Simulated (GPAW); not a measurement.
# Cu2O (Cuprite) (Pn-3m) in GPAW: a series of runs

The runs below take Cu2O (Cuprite) through single point, with PBE.

All numbers are computed with GPAW 26.7.0; they aren't measurements. Logs are shortened: lines on timing, memory, paths and dates and some standing lists are left out, and cuts for length are marked. The log counts tension as positive stress, the text compression.

## 1. The crystal as given

Symmetry: Pn-3m, No. 224, cubic system. The conventional cell has a = 4.260 Å, b = 4.260 Å, c = 4.260 Å, α = 90.00°, β = 90.00°, γ = 90.00°. Cu (site symmetry -3m) has 2 O at 1.84 Å as nearest neighbours. O (site symmetry -43m) is surrounded by 4 Cu at 1.84 Å.

## 2. Single point, PBE

File run.py:

```python
from ase.dft.bandgap import bandgap
from ase.io import read, write
from ase.units import GPa
from gpaw import GPAW, PW

atoms = read('POSCAR')

calc = GPAW(mode=PW(1200),
            xc='PBE',
            kpts={'size': (5, 5, 5), 'gamma': True},
            occupations={'name': 'fermi-dirac', 'width': 0.05},
            nbands=51,
            convergence={'density': 1e-05, 'energy': 1e-05},
            maxiter=60,
            txt='gpaw.txt')
atoms.calc = calc
energy = atoms.get_potential_energy()
forces = atoms.get_forces()
stress = atoms.get_stress()
calc.write('gs.gpw')
write('result.traj', atoms)
print(f'Energy: {energy:.6f} eV')
print('Forces (eV/A):')
print(forces.round(4))
print('Stress (GPa):', (stress / GPa).round(3))
print('Fermi level:', round(calc.get_fermi_level(), 4), 'eV')
print(f'Gap: {bandgap(calc)[0]:.4f} eV, direct: {bandgap(calc, direct=True)[0]:.4f} eV')
```

File POSCAR:

```
Cu2O
1.0
    4.2600000000      0.0000000000      0.0000000000
    0.0000000000      4.2600000000      0.0000000000
    0.0000000000      0.0000000000      4.2600000000
Cu O
4 2
Direct
    0.7500000000      0.2500000000      0.7500000000
    0.7500000000      0.7500000000      0.2500000000
    0.2500000000      0.7500000000      0.7500000000
    0.2500000000      0.2500000000      0.2500000000
    0.5000000000      0.5000000000      0.5000000000
    0.0000000000      0.0000000000      0.0000000000
```

Potentials or basis: GPAW PAW data sets (gpaw-data 1.2.1), pw.

The run is started by

```
$ OMP_NUM_THREADS=1 python run.py
```

gpaw.txt:

```text
__  _  _
 | _ |_)|_||  |
 |__||  | ||/\| - 26.7.0

Input parameters:
  mode=PW(ecut=1200.0),
  convergence={'density': 1e-05, 'energy': 1e-05},
  kpts=MonkhorstPack(size=(5, 5, 5), gamma=True),
  maxiter=60,
  nbands=51,
  occupations=Occupations(name='fermi-dirac', width=0.05),
  xc=XC(name='PBE')

Diagonalizing LCAO Hamiltonian
Converting LCAO to pw mode
    .---------.
   /|         |
  / | Cu      |
 *  |         |
 |  |  O CuCu |
 |  .---------.
 | /Cu       /
 |/         /
 O---------*

Atoms  # Å, Bohr magnetons
|   | symbol |        x |        y |        z |    initial magnetic moments |
|---|--------|----------|----------|----------|-----------------------------|
| 0 |     Cu | 3.195000 | 1.065000 | 3.195000 | ( 0.0000,  0.0000,  0.0000) |
| 1 |     Cu | 3.195000 | 3.195000 | 1.065000 | ( 0.0000,  0.0000,  0.0000) |
| 2 |     Cu | 1.065000 | 3.195000 | 3.195000 | ( 0.0000,  0.0000,  0.0000) |
| 3 |     Cu | 1.065000 | 1.065000 | 1.065000 | ( 0.0000,  0.0000,  0.0000) |
| 4 |      O | 2.130000 | 2.130000 | 2.130000 | ( 0.0000,  0.0000,  0.0000) |
| 5 |      O | 0.000000 | 0.000000 | 0.000000 | ( 0.0000,  0.0000,  0.0000) |

Unit cell  # Å
| periodic |        x |        y |        z |  lengths |    angles |
|----------|----------|----------|----------|----------|-----------|
|      yes | 4.260000 | 0.000000 | 0.000000 | 4.260000 | 90.000000 |
|      yes | 0.000000 | 4.260000 | 0.000000 | 4.260000 | 90.000000 |
|      yes | 0.000000 | 0.000000 | 4.260000 | 4.260000 | 90.000000 |

Number of symmetries: 24
Symmetry operations  # r_c * U_cc + t_c -> r_c
|    | kind |            matrix            |
|----|------|------------------------------|
|  0 |  E   |  1, 0, 0,  0, 1, 0,  0, 0, 1 |
|  1 |  σ   |  1, 0, 0,  0, 0, 1,  0, 1, 0 |
|  2 |  σ   |  1, 0, 0,  0, 0,-1,  0,-1, 0 |
|  3 |  C2  |  1, 0, 0,  0,-1, 0,  0, 0,-1 |
|  4 |  σ   |  0, 1, 0,  1, 0, 0,  0, 0, 1 |
|  5 |  C3  |  0, 1, 0,  0, 0, 1,  1, 0, 0 |
|  6 |  C3  |  0, 1, 0,  0, 0,-1, -1, 0, 0 |
|  7 |  S4  |  0, 1, 0, -1, 0, 0,  0, 0,-1 |
|  8 |  C3  |  0, 0, 1,  1, 0, 0,  0, 1, 0 |
|  9 |  σ   |  0, 0, 1,  0, 1, 0,  1, 0, 0 |
| 10 |  S4  |  0, 0, 1,  0,-1, 0, -1, 0, 0 |
| 11 |  C3  |  0, 0, 1, -1, 0, 0,  0,-1, 0 |
| 12 |  C3  |  0, 0,-1,  1, 0, 0,  0,-1, 0 |
| 13 |  σ   |  0, 0,-1,  0, 1, 0, -1, 0, 0 |
| 14 |  S4  |  0, 0,-1,  0,-1, 0,  1, 0, 0 |
| 15 |  C3  |  0, 0,-1, -1, 0, 0,  0, 1, 0 |
| 16 |  S4  |  0,-1, 0,  1, 0, 0,  0, 0,-1 |
| 17 |  C3  |  0,-1, 0,  0, 0, 1, -1, 0, 0 |
| 18 |  C3  |  0,-1, 0,  0, 0,-1,  1, 0, 0 |
| 19 |  σ   |  0,-1, 0, -1, 0, 0,  0, 0, 1 |
| 20 |  C2  | -1, 0, 0,  0, 1, 0,  0, 0,-1 |
| 21 |  S4  | -1, 0, 0,  0, 0, 1,  0,-1, 0 |
| 22 |  S4  | -1, 0, 0,  0, 0,-1,  0, 1, 0 |
| 23 |  C2  | -1, 0, 0,  0,-1, 0,  0, 0, 1 |

BZ-sampling:
  Number of BZ points: 125
  Number of IBZ points: 10

  Monkhorst-Pack size: [5, 5, 5]
  Monkhorst-Pack shift: [0, 0, 0]

K-points  # in reciprocal-cell coordinates
|   |                                coordinates |     weight |
|---|--------------------------------------------|------------|
| 0 | (  0.00000000,   0.00000000,   0.00000000) | 0.00800000 |
| 1 | (  0.20000000,   0.00000000,   0.00000000) | 0.04800000 |
| 2 | (  0.20000000,   0.20000000,   0.00000000) | 0.09600000 |
| 3 | (  0.20000000,   0.20000000,   0.20000000) | 0.06400000 |
| 4 | (  0.40000000,   0.00000000,   0.00000000) | 0.04800000 |
| 5 | (  0.40000000,   0.20000000,   0.00000000) | 0.19200000 |
| 6 | (  0.40000000,   0.20000000,   0.20000000) | 0.19200000 |
| 7 | (  0.40000000,   0.40000000,   0.00000000) | 0.09600000 |
| 8 | (  0.40000000,   0.40000000,   0.20000000) | 0.19200000 |
| 9 | (  0.40000000,   0.40000000,   0.40000000) | 0.06400000 |

Plane wave coefficients: 7333
Cutoff: 1200.0 eV

Spin-components: 1 (collinear spins)
Bands:           51
Projectors:      34
Spin-degeneracy: 2
Datatype:        complex128

Parallelization:
  kpt:    1
  domain: 1
  band:   1

Density:
  Valence electrons: 56.0
  Components: 1
  Grid points: [35 35 35]
  Charge: 0.0  # |e|

Potential:
  Grid points: [35 35 35]

species:
  Cu:
    name:    Copper
    Z:       29.0
    valence: 11
    core:    18
    charge:  0.0  # [|e|]
    compensation charges:
      type: gauss
      rc: 0.33  # [Å]
      lmax: 2
    cutoffs:
      filter: 2.06  # [Å]
      core: 2.43  # [Å]
    projectors
    | kind |    occ | energy [eV] | rcut [Å] |
    |------|--------|-------------|----------|
    |   4s |  1.000 |      -4.609 |    1.164 |
    |   4p |  0.000 |      -0.698 |    1.164 |
    |   3d | 10.000 |      -5.039 |    1.058 |
    |    s |        |      22.603 |    1.164 |
    |    p |        |      26.513 |    1.164 |
    |    d |        |      22.172 |    1.058 |

    Using partial waves for Cu as LCAO basis

  O:
    name:    Oxygen
    Z:       8.0
    valence: 6
    core:    2
    charge:  0.0  # [|e|]
    compensation charges:
      type: gauss
      rc: 0.21  # [Å]
      lmax: 2
    cutoffs:
      filter: 1.17  # [Å]
      core: 0.83  # [Å]
    projectors
    | kind |    occ | energy [eV] | rcut [Å] |
    |------|--------|-------------|----------|
    |   2s |  2.000 |     -23.961 |    0.688 |
    |   2p |  4.000 |      -9.029 |    0.598 |
    |    s |        |       3.251 |    0.688 |
    |    p |        |      18.182 |    0.598 |
    |    d |        |       0.000 |    0.619 |

    Using partial waves for O as LCAO basis

Reference energy: -184167.511967  # eV

eigensolver:
  PPCG
  Converge bands: occupied
  niter=2

density mixing:
  MSR1-Mixer
  Pratt-step length: 0.05
  Maximum mixing coefficient: 0.75
  Old densities: 10
  SVD Regularization: 0.005
  Good broyden scale: 1.0
  Trust region scale: 1.0
  Backstep threshold: 4.0
  History deletion threshold: 6.0
  Fourier metric: weight=20.0, sigma=0.015

occupation numbers:
  Fermi-Dirac:
    width: 0.0500  # eV

poisson solver:
  ecut: 9600.0  # eV

xc functional:
  name: PBE with 2 nearest neighbor stencil

convergence criteria:
- Maximum integral of absolute [dens]ity change: 1e-05 electrons / valence electron
- Maximum [total energy] change in last 3 cyles: 1e-05 eV / valence electron
- Maximum integral of absolute [eigenst]ate change: 4e-08 eV^2 / valence electron
maximum number of iterations: 60

SCF iterations
|iter     | |      energy | eigst |  dens |
|---------|-|-------------|-------|-------|
|iter:   1| |  -33.403923 | +0.60 |       |
|iter:   2| |  -31.038637 | -1.36 | -0.97 |
|iter:   3| |  -27.543852 | -1.08 | -1.08 |
|iter:   4| |  -27.492123 | -3.00 | -1.73 |
|iter:   5| |  -27.461872 | -3.32 | -1.88 |
|iter:   6| |  -27.460923 | -4.40 | -2.55 |
|iter:   7| |  -27.460921 | -5.55 | -3.10 |
|iter:   8| |  -27.460927c| -5.71 | -3.61 |
|iter:   9| |  -27.460916c| -6.48 | -3.90 |
|iter:  10| |  -27.460916c| -8.44c| -4.47 |
|iter:  11| |  -27.460916c| -7.55c| -4.69 |
|iter:  12| |  -27.460916c| -8.32c| -5.76c|

Converged in 12 steps
Energy contributions relative to reference atoms: (reference = -184167.511967)

Energy contributions:
  Kinetic:          -8.501992
  Coulomb:          -1.426507
  Zero:              0.770848
  External:          0.000000
  Xc:              -18.303212
  Entropy:          -0.000107
  Spinorbit:         0.000000
  ----------------------------
  Free energy:     -27.460969
  Extrapolated:    -27.460916

dipole moment: (-11.943309, -11.943309, -11.943309)  # |e|*Ang

Fermi level: 5.662
Eigenvalues  # (at kpt = [0.000, 0.000, 0.000])
| band index |      eig [eV] | occ [0-2] |
|------------|---------------|-----------|
|          0 |       -14.776 |     2.000 |
|        ... |               |           |
|         20 |         3.582 |     2.000 |
|         21 |         3.582 |     2.000 |
|         22 |         3.775 |     2.000 |
|         23 |         3.775 |     2.000 |
|         24 |         3.775 |     2.000 |
|         25 |         5.349 |     1.996 |
[... 8 lines left out ...]
|         34 |        14.668 |     0.000 |
|         35 |        14.668 |     0.000 |
|        ... |               |           |
|         50 |        28.656 |     0.000 |

Gap: 0.545 eV
Transition (v -> c):
  (s=0, k=0, n=27, [0.00, 0.00, 0.00]) -> (s=0, k=0, n=28, [0.00, 0.00, 0.00])
No difference between direct/indirect transitions

Forces  # eV/Ang
|        x |        y |        z |
|----------|----------|----------|
|  0.00001 | -0.00001 |  0.00001 |  # Cu   0
|  0.00001 |  0.00001 | -0.00001 |  # Cu   1
| -0.00001 |  0.00001 |  0.00001 |  # Cu   2
| -0.00001 | -0.00001 | -0.00001 |  # Cu   3
|  0.00000 |  0.00000 |  0.00000 |  # O    4
|  0.00000 |  0.00000 |  0.00000 |  # O    5

Stress tensor  # eV/Ang^3
|         x |         y |         z |
|-----------|-----------|-----------|
| -0.037801 |  0.000000 |  0.000000 |
|  0.000000 | -0.037801 |  0.000000 |
|  0.000000 |  0.000000 | -0.037801 |

# Writing to gs.gpw (mode='')
```

Run time: 64 s. Hardware: 1 thread of Intel Xeon Platinum 8375C at 2.90GHz (Ice Lake), shared host; peak memory 0.32 GiB.

What came out:

- Free energy: -27.4610 eV
- Pressure: 6.1 GPa
- Band gap on the k mesh: 0.54 eV, direct

Caveat: with this Cu data set, volumes or pressures lay over 1.5 % or 2 GPa off other programs in two to four cells of ten; an odd mesh through Γ misses points on the zone boundary, where band edges often lie.

## 3. Single point, PBE

Changes to run.py since step 2:

```diff
@@ -5,5 +5,5 @@
 
-atoms = read('POSCAR')
+atoms = read('Cu2O.xyz')
 
-calc = GPAW(mode=PW(1200),
+calc = GPAW(mode=PW(800),
             xc='PBE',
@@ -13,3 +13,3 @@
             convergence={'density': 1e-05, 'energy': 1e-05},
-            maxiter=60,
+            maxiter=100,
             txt='gpaw.txt')
```

File Cu2O.xyz:

```xyz
6
Lattice="4.2600000000 0.0000000000 0.0000000000 0.0000000000 4.2600000000 0.0000000000 0.0000000000 0.0000000000 4.2600000000" Properties=species:S:1:pos:R:3 pbc="T T T"
Cu     3.1950000000      1.0650000000      3.1950000000
Cu     3.1950000000      3.1950000000      1.0650000000
Cu     1.0650000000      3.1950000000      3.1950000000
Cu     1.0650000000      1.0650000000      1.0650000000
O      2.1300000000      2.1300000000      2.1300000000
O      0.0000000000      0.0000000000      0.0000000000
```

Potentials or basis: GPAW PAW data sets (gpaw-data 1.2.1), pw.

The run is started by

```
$ OMP_NUM_THREADS=1 python run.py
```

gpaw.txt:

```text
__  _  _
 | _ |_)|_||  |
 |__||  | ||/\| - 26.7.0

Input parameters:
  mode=PW(ecut=800.0),
  convergence={'density': 1e-05, 'energy': 1e-05},
  kpts=MonkhorstPack(size=(5, 5, 5), gamma=True),
  maxiter=100,
  nbands=51,
  occupations=Occupations(name='fermi-dirac', width=0.05),
  xc=XC(name='PBE')

Diagonalizing LCAO Hamiltonian
Converting LCAO to pw mode
    .---------.
   /|         |
  / | Cu      |
 *  |         |
 |  |  O CuCu |
 |  .---------.
 | /Cu       /
 |/         /
 O---------*

Atoms  # Å, Bohr magnetons
|   | symbol |        x |        y |        z |    initial magnetic moments |
|---|--------|----------|----------|----------|-----------------------------|
| 0 |     Cu | 3.195000 | 1.065000 | 3.195000 | ( 0.0000,  0.0000,  0.0000) |
| 1 |     Cu | 3.195000 | 3.195000 | 1.065000 | ( 0.0000,  0.0000,  0.0000) |
| 2 |     Cu | 1.065000 | 3.195000 | 3.195000 | ( 0.0000,  0.0000,  0.0000) |
| 3 |     Cu | 1.065000 | 1.065000 | 1.065000 | ( 0.0000,  0.0000,  0.0000) |
| 4 |      O | 2.130000 | 2.130000 | 2.130000 | ( 0.0000,  0.0000,  0.0000) |
| 5 |      O | 0.000000 | 0.000000 | 0.000000 | ( 0.0000,  0.0000,  0.0000) |

Unit cell  # Å
| periodic |        x |        y |        z |  lengths |    angles |
|----------|----------|----------|----------|----------|-----------|
|      yes | 4.260000 | 0.000000 | 0.000000 | 4.260000 | 90.000000 |
|      yes | 0.000000 | 4.260000 | 0.000000 | 4.260000 | 90.000000 |
|      yes | 0.000000 | 0.000000 | 4.260000 | 4.260000 | 90.000000 |

Number of symmetries: 24
Symmetry operations  # r_c * U_cc + t_c -> r_c
|    | kind |            matrix            |
|----|------|------------------------------|
|  0 |  E   |  1, 0, 0,  0, 1, 0,  0, 0, 1 |
|  1 |  σ   |  1, 0, 0,  0, 0, 1,  0, 1, 0 |
|  2 |  σ   |  1, 0, 0,  0, 0,-1,  0,-1, 0 |
|  3 |  C2  |  1, 0, 0,  0,-1, 0,  0, 0,-1 |
|  4 |  σ   |  0, 1, 0,  1, 0, 0,  0, 0, 1 |
|  5 |  C3  |  0, 1, 0,  0, 0, 1,  1, 0, 0 |
|  6 |  C3  |  0, 1, 0,  0, 0,-1, -1, 0, 0 |
|  7 |  S4  |  0, 1, 0, -1, 0, 0,  0, 0,-1 |
|  8 |  C3  |  0, 0, 1,  1, 0, 0,  0, 1, 0 |
|  9 |  σ   |  0, 0, 1,  0, 1, 0,  1, 0, 0 |
| 10 |  S4  |  0, 0, 1,  0,-1, 0, -1, 0, 0 |
| 11 |  C3  |  0, 0, 1, -1, 0, 0,  0,-1, 0 |
| 12 |  C3  |  0, 0,-1,  1, 0, 0,  0,-1, 0 |
| 13 |  σ   |  0, 0,-1,  0, 1, 0, -1, 0, 0 |
| 14 |  S4  |  0, 0,-1,  0,-1, 0,  1, 0, 0 |
| 15 |  C3  |  0, 0,-1, -1, 0, 0,  0, 1, 0 |
| 16 |  S4  |  0,-1, 0,  1, 0, 0,  0, 0,-1 |
| 17 |  C3  |  0,-1, 0,  0, 0, 1, -1, 0, 0 |
| 18 |  C3  |  0,-1, 0,  0, 0,-1,  1, 0, 0 |
| 19 |  σ   |  0,-1, 0, -1, 0, 0,  0, 0, 1 |
| 20 |  C2  | -1, 0, 0,  0, 1, 0,  0, 0,-1 |
| 21 |  S4  | -1, 0, 0,  0, 0, 1,  0,-1, 0 |
| 22 |  S4  | -1, 0, 0,  0, 0,-1,  0, 1, 0 |
[... 100 lines left out ...]
  Converge bands: occupied
  niter=2

density mixing:
  MSR1-Mixer
  Pratt-step length: 0.05
  Maximum mixing coefficient: 0.75
  Old densities: 10
  SVD Regularization: 0.005
  Good broyden scale: 1.0
  Trust region scale: 1.0
  Backstep threshold: 4.0
  History deletion threshold: 6.0
  Fourier metric: weight=20.0, sigma=0.015

occupation numbers:
  Fermi-Dirac:
    width: 0.0500  # eV

poisson solver:
  ecut: 6400.0  # eV

xc functional:
  name: PBE with 2 nearest neighbor stencil

convergence criteria:
- Maximum integral of absolute [dens]ity change: 1e-05 electrons / valence electron
- Maximum [total energy] change in last 3 cyles: 1e-05 eV / valence electron
- Maximum integral of absolute [eigenst]ate change: 4e-08 eV^2 / valence electron
maximum number of iterations: 100

SCF iterations
|iter     | |      energy | eigst |  dens |
|---------|-|-------------|-------|-------|
|iter:   1| |  -33.364428 | +0.42 |       |
|iter:   2| |  -30.990603 | -1.47 | -0.97 |
|iter:   3| |  -27.496758 | -1.10 | -1.08 |
|iter:   4| |  -27.442886 | -3.01 | -1.73 |
|iter:   5| |  -27.412139 | -3.39 | -1.88 |
|iter:   6| |  -27.410801 | -4.40 | -2.50 |
|iter:   7| |  -27.410796 | -5.59 | -3.11 |
|iter:   8| |  -27.410803c| -5.85 | -3.63 |
|iter:   9| |  -27.410793c| -6.51 | -3.96 |
|iter:  10| |  -27.410793c| -8.53c| -4.49 |
|iter:  11| |  -27.410793c| -7.52c| -4.69 |
|iter:  12| |  -27.410793c| -8.37c| -5.76c|

Converged in 12 steps
Energy contributions relative to reference atoms: (reference = -184167.511967)

Energy contributions:
  Kinetic:          -7.954576
  Coulomb:          -1.894220
  Zero:              0.765895
  External:          0.000000
  Xc:              -18.327838
  Entropy:          -0.000107
  Spinorbit:         0.000000
  ----------------------------
  Free energy:     -27.410847
  Extrapolated:    -27.410793

dipole moment: (-11.943493, -11.943493, -11.943493)  # |e|*Ang

Fermi level: 5.663
Eigenvalues  # (at kpt = [0.000, 0.000, 0.000])
| band index |      eig [eV] | occ [0-2] |
|------------|---------------|-----------|
|          0 |       -14.777 |     2.000 |
|        ... |               |           |
|         20 |         3.582 |     2.000 |
|         21 |         3.582 |     2.000 |
|         22 |         3.776 |     2.000 |
|         23 |         3.776 |     2.000 |
|         24 |         3.776 |     2.000 |
|         25 |         5.350 |     1.996 |
[... 8 lines left out ...]
|         34 |        14.668 |     0.000 |
|         35 |        14.668 |     0.000 |
|        ... |               |           |
|         50 |        28.657 |     0.000 |

Gap: 0.545 eV
Transition (v -> c):
  (s=0, k=0, n=27, [0.00, 0.00, 0.00]) -> (s=0, k=0, n=28, [0.00, 0.00, 0.00])
No difference between direct/indirect transitions

Forces  # eV/Ang
|        x |        y |        z |
|----------|----------|----------|
| -0.00001 |  0.00001 | -0.00001 |  # Cu   0
| -0.00001 | -0.00001 |  0.00001 |  # Cu   1
|  0.00001 | -0.00001 | -0.00001 |  # Cu   2
|  0.00001 |  0.00001 |  0.00001 |  # Cu   3
| -0.00000 |  0.00000 | -0.00000 |  # O    4
|  0.00000 | -0.00000 | -0.00000 |  # O    5

Stress tensor  # eV/Ang^3
|         x |         y |         z |
|-----------|-----------|-----------|
| -0.033643 |  0.000000 | -0.000000 |
|  0.000000 | -0.033643 | -0.000000 |
| -0.000000 | -0.000000 | -0.033643 |

# Writing to gs.gpw (mode='')
```

stdout:

```text
Energy: -27.410793 eV
Forces (eV/A):
[[-0.  0. -0.]
 [-0. -0.  0.]
 [ 0. -0. -0.]
 [ 0.  0.  0.]
 [-0.  0. -0.]
 [ 0. -0. -0.]]
Stress (GPa): [-5.39 -5.39 -5.39 -0.   -0.    0.  ]
Fermi level: 5.663 eV
Gap: 0.5447 eV, direct: 0.5447 eV
```

It took 23 s on 1 thread of Intel Xeon 6975P-C (Granite Rapids), shared host; peak memory 0.23 GiB.

What came out:

* Free energy: -27.4108 eV
* Pressure: 5.4 GPa
* Band gap on the k mesh: 0.54 eV, direct

Levels at points of the mesh, in eV from the valence-band top:
```
           k point  band 24  band 25  band 26  band 27  band 28  band 29  band 30  band 31  band 32  band 33
(0.00, 0.00, 0.00)    -1.57    -1.57     0.00     0.00     0.00     0.54     1.23     1.23     7.94     7.94
```

Caveat: with this Cu data set, volumes or pressures lay over 1.5 % or 2 GPa off other programs in two to four cells of ten; an odd mesh through Γ misses points on the zone boundary, where band edges often lie.
